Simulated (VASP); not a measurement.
# TiO2 in VASP: a series of runs, part 2 of 2

VASP 6.6.1. Earlier steps stand in the parts before.

## (3) Single point, PBE

INCAR reads:

```
  ADDGRID = False
  ALGO = Normal
  EDIFF = 1E-7
  ENCUT = 460
  GGA = PE
  ISIF = 2
  ISMEAR = 0
  LASPH = True
  LCHARG = False
  LREAL = False
  LWAVE = False
  NBANDS = 33
  NELM = 100
  PREC = Accurate
  SIGMA = 0.05
```

KPOINTS reads:

```
k-points
0
Gamma
  2 2 2
```

POSCAR reads:

```
TiO2
1.0
    4.5998373239      0.0000000000      0.0000000000
    0.0000000000      4.5998373239      0.0000000000
    0.0000000000      0.0000000000      2.9592135600
Ti O
2 4
Direct
    0.0158320000      0.0032400000      0.4722370000
    0.5214710000      0.5093840000      0.0048770000
    0.3233600000      0.3195450000      0.4593590000
    0.1957040000      0.8057180000      0.0434810000
    0.7872850000      0.2085030000     -0.0059320000
    0.6699180000      0.6742240000      0.5240680000
```

Potentials or basis: VASP PAW PBE potentials, release 64 (Ti_sv, O).

The run is started by

```bash
cat potpaw_PBE.64/Ti_sv/POTCAR potpaw_PBE.64/O/POTCAR > POTCAR
mpirun -np 1 vasp_std > vasp.out
```

OUTCAR:

```text
EDIFF = 1E-7
   ENCUT = 460
   GGA = PE
   ISIF = 2
   ISMEAR = 0
   LASPH = True
   LREAL = False
   NELM = 100
   PREC = Accurate

 Found      8 irreducible k-points:

 Following reciprocal coordinates:
            Coordinates               Weight
  0.000000  0.000000  0.000000      1.000000
  0.500000  0.000000  0.000000      1.000000
  0.000000  0.500000  0.000000      1.000000
  0.500000  0.500000  0.000000      1.000000
  0.000000  0.000000  0.500000      1.000000
  0.500000  0.000000  0.500000      1.000000
   k-points           NKPTS =      8   k-points in BZ     NKDIM =      8   number of bands    NBANDS=     33
   number of dos      NEDOS =    301   number of ions     NIONS =      6
   total plane-waves  NPLWV =  24576
   dimension x,y,z NGX =    32 NGY =   32 NGZ =   24
   dimension x,y,z NGXF=    64 NGYF=   64 NGZF=   48
   ions per type =               2   4
   NGX,Y,Z   is equivalent  to a cutoff of  11.57, 11.57, 13.48 a.u.
   NGXF,Y,Z  is equivalent  to a cutoff of  23.13, 23.13, 26.97 a.u.
 SYSTEM =  unknown system
   PREC   = accura    normal or accurate (medium, high low for compatibility)
   ISTART =      0    job   : 0-new  1-cont  2-samecut
   ICHARG =      2    charge: 1-file 2-atom 10-const
   ISPIN  =      1    spin polarized calculation?
   LNONCOLLINEAR =      F non collinear calculations
   LSORBIT =      F    spin-orbit coupling
   LASPH  =      T    aspherical Exc in radial PAW
   ENCUT  =  460.0 eV  33.81 Ry    5.81 a.u.   8.04  8.04  5.18*2*pi/ulx,y,z
   NELM   =    100;   NELMIN=  2; NELMDL= -5     # of ELM steps
   EDIFF  = 0.1E-06   stopping-criterion for ELM
   LREAL  =      F    real-space projection
   EDIFFG = 0.1E-05   stopping-criterion for IOM
   NSW    =      0    number of steps for IOM
   IBRION =     -1    ionic relax: 0-MD 1-quasi-New 2-CG
   NFREE  =      0    steps in history (QN), initial steepest desc. (CG)
   ISIF   =      2    stress and relaxation
   ISYM   =      2    0-nonsym 1-usesym 2-fastsym
   POTIM  = 0.5000    time-step for ionic-motion
   TEBEG  =    0.0;   TEEND  =   0.0 temperature during run
   PSTRESS=    0.0 pullay stress
   NELECT =      48.0000    total number of electrons
   NUPDOWN=      -1.0000    fix difference up-down
   EMIN   =  10.00;   EMAX   =-10.00  energy-range for DOS
   EFERMI =   0.00;   METHOD = LEGACY
   ISMEAR =     0;   SIGMA  =   0.05  broadening in eV -4-tet -1-fermi 0-gaus
   EFERMI_NEDOS =   21; number of points for ismear=-14 and -15
   IALGO  =     38    algorithm
   IMIX   =      4    mixing-type and parameters
     AMIX     =   0.40;   BMIX     =  1.00
     AMIX_MAG =   1.60;   BMIX_MAG =  1.00
  volume/ion in A,a.u.               =      10.44        70.42
  Fermi-wavevector in a.u.,A,eV,Ry     =   1.498309  2.831394 30.544140  2.244931
  Thomas-Fermi vector in A             =   2.610085
   LORBIT       =      0    0 simple, 1 ext, 2 COOP (PROOUT), +10 PAW based schemes
   GGA     = PE    functional components
   LHFCALC =     F    Hartree Fock is set to
   AEXX    =    0.0000 exact exchange contribution
   IVDW    =     0    specifies the selected vdW correction
   LEPSILON=     F    determine dielectric tensor
   LRPA    =     F    only Hartree local field effects (RPA)
 non-spin polarized calculation
 Gauss-broadening in eV      SIGMA  =   0.05
  energy-cutoff  :      460.00
  volume of cell :       62.61
 maximum number of plane-waves:      1432
   NGX = 17   NGY = 17   NGZ = 11

 number of electron      47.9999995 magnetization

 Free energy of the ion-electron system (eV)
  ---------------------------------------------------
  ext. energy  EPLUGINS =         0.00000000
  ---------------------------------------------------
  free energy    TOTEN  =       -52.15466008 eV

  energy without entropy =      -52.15466008  energy(sigma->0) =      -52.15466008

 E-fermi :   5.3805     XC(G=0): -11.3461

 val. band max:        4.9855981947   @ k =   0.0000   0.0000   0.0000
 cond. band min:       6.6641804074   @ k =   0.0000   0.5000   0.5000
 fundamental gap:      1.6785822127
 Fermi energy:         5.3805363740

 k-point     1 :       0.0000    0.0000    0.0000
  band No.  band energies     occupation
      1     -52.3765      2.00000
      2     -51.5113      2.00000
      3     -28.6668      2.00000
      4     -28.5251      2.00000
      5     -28.4957      2.00000
      6     -27.9021      2.00000
[... 25 lines left out ...]
     32      10.9212      0.00000
     33      12.3161      0.00000
[... 149 lines left out ...]
      3     -28.9326      2.00000
      4     -28.5490      2.00000
      5     -28.5020      2.00000
      6     -28.2937      2.00000
[... 25 lines left out ...]
     32       9.9679      0.00000
     33      11.6461      0.00000

 [... further k-points ...]

------------------------ aborting loop because EDIFF is reached ----------------------------------------

  FORCE on cell =-STRESS in cart. coord.  units (eV):
  Direction    XX          YY          ZZ          XY          YZ          ZX
  --------------------------------------------------------------------------------------
  -------------------------------------------------------------------------------------
  Total        5.1902630      5.6782832      8.9877655     -0.1108838     -0.3268265     -3.0738527
  in kB      132.8124205    145.3002543    229.9858201     -2.8373792     -8.3630877    -78.6560944
  external PRESSURE =     169.3661650 kB  Pullay stress =       0.0000000 kB

 VOLUME and BASIS-vectors are now :
 -----------------------------------------------------------------------------
  energy-cutoff  :      460.00
  volume of cell :       62.61
      direct lattice vectors                 reciprocal lattice vectors
     4.599837324  0.000000000  0.000000000     0.217398993  0.000000000  0.000000000
     0.000000000  4.599837324  0.000000000     0.000000000  0.217398993  0.000000000
     0.000000000  0.000000000  2.959213560     0.000000000  0.000000000  0.337927622

 POSITION                                       TOTAL-FORCE (eV/Angst)
 -----------------------------------------------------------------------------------
      0.07282      0.01490      1.39745         0.111773      2.268927      0.100651
      2.39868      2.34308      0.01443        -0.756250     -1.835817      0.661954
      1.48740      1.46986      1.35934        -3.799879     -3.034067      1.629519
      0.90021      3.70617      0.12867        -0.817424      0.214586     -1.307102
      3.62138      0.95908      2.94166         1.754354     -1.835308      0.744923
      3.08151      3.10132      1.55083         3.507426      4.221678     -1.829946
 -----------------------------------------------------------------------------------
    total drift:                               -0.000039     -0.000203      0.000445

  FREE ENERGIE OF THE ION-ELECTRON SYSTEM (eV)
  ---------------------------------------------------
  free  energy   TOTEN  =       -52.1546600797 eV

  energy  without entropy=      -52.1546600797  energy(sigma->0) =      -52.15466008
```

OSZICAR:

```text
N       E                     dE             d eps       ncg     rms          rms(c)
DAV:   1     0.634265030483E+03    0.63427E+03   -0.22827E+04   528   0.158E+03
DAV:   2     0.225428140826E+02   -0.61172E+03   -0.56374E+03   589   0.496E+02
DAV:   3    -0.635803536135E+02   -0.86123E+02   -0.85028E+02   699   0.185E+02
[... 11 lines left out ...]
DAV:  15    -0.521546610200E+02    0.12074E-04   -0.47200E-05   688   0.524E-02    0.193E-02
DAV:  16    -0.521546595812E+02    0.14388E-05   -0.12306E-05   678   0.219E-02    0.843E-03
DAV:  17    -0.521546602468E+02   -0.66553E-06   -0.22187E-06   648   0.160E-02    0.378E-03
DAV:  18    -0.521546600990E+02    0.14774E-06   -0.51953E-07   526   0.626E-03    0.116E-03
DAV:  19    -0.521546600797E+02    0.19292E-07   -0.15238E-07   319   0.295E-03
   1 F= -.52154660E+02 E0= -.52154660E+02  d E =-.282794E-29
```

stdout:

```text
POSCAR found type information on POSCAR TiO
 POSCAR found :  2 types and       6 ions
 scaLAPACK will be used
 LDA part: xc-table for (Slater+PW92), standard interpolation
 POSCAR, INCAR and KPOINTS ok, starting setup
 FFT: planning ... GRIDC
 FFT: planning ... GRID_SOFT
 FFT: planning ... GRID
 WAVECAR not read
 entering main loop
```

Run time: 12 s. Hardware: 1 thread of Intel Xeon Platinum 8488C (Sapphire Rapids), shared host; peak memory 0.16 GiB.

The run converged, but some of its settings lie outside the range that counts as converged, so its numbers aren't taken as properties of the crystal.

Results:

| Property | Result |
| --- | --- |
| Free energy | -52.1547 eV |
| Pressure | 16.9 GPa |
| Largest force | 5.786 eV/Å |
| Band gap on the k mesh | 1.68 eV, indirect (least direct gap 1.83 eV) |

Caveat: the k mesh is coarse (spacing up to 1.06 Å⁻¹), so the values aren't converged; the cutoff is under 1.25 times the usual one of these potentials, so pressure, stress and relaxed cells hold a basis-set (Pulay) error.

## (4) Single point, PBE

Changes to INCAR since step 3:

```diff
@@ -3,3 +3,3 @@
   EDIFF = 1E-7
-  ENCUT = 460
+  ENCUT = 400
   GGA = PE
```

KPOINTS reads:

```
k-points
0
Gamma
  2 2 3
```

POSCAR is that of step 3.

The run is started by

```bash
cat potpaw_PBE.64/Ti_sv/POTCAR potpaw_PBE.64/O/POTCAR > POTCAR
mpirun -np 1 vasp_std > vasp.out
```

It took 13 s on 1 thread of Intel Xeon Platinum 8488C (Sapphire Rapids), shared host; peak memory 0.14 GiB.

These settings aren't checked as converged: the numbers below hold their error.

Results:

* Free energy: -52.5755 eV
* Largest force: 5.454 eV/Å
* Band gap on the k mesh: 1.94 eV, indirect (least direct gap 1.95 eV)

Caveat: the k mesh is coarse (spacing up to 0.71 Å⁻¹), so the values aren't converged; the cutoff is under 1.25 times the usual one of these potentials, so pressure, stress and relaxed cells hold a basis-set (Pulay) error; an odd mesh through Γ misses points on the zone boundary, where band edges often lie.

## (5) The reference run

An earlier run on the cell as given: functional PBEsol; potentials or basis VASP PAW PBE potentials, release 64 (Ti_sv, O); cutoff 520 eV; k mesh 6 × 6 × 9; occupations fermi-dirac, width 0.05 eV; no spin polarisation.

* Pressure: -2.1 GPa
* Largest force: 0.047 eV/Å
* Band gap on the k mesh: 1.80 eV, direct
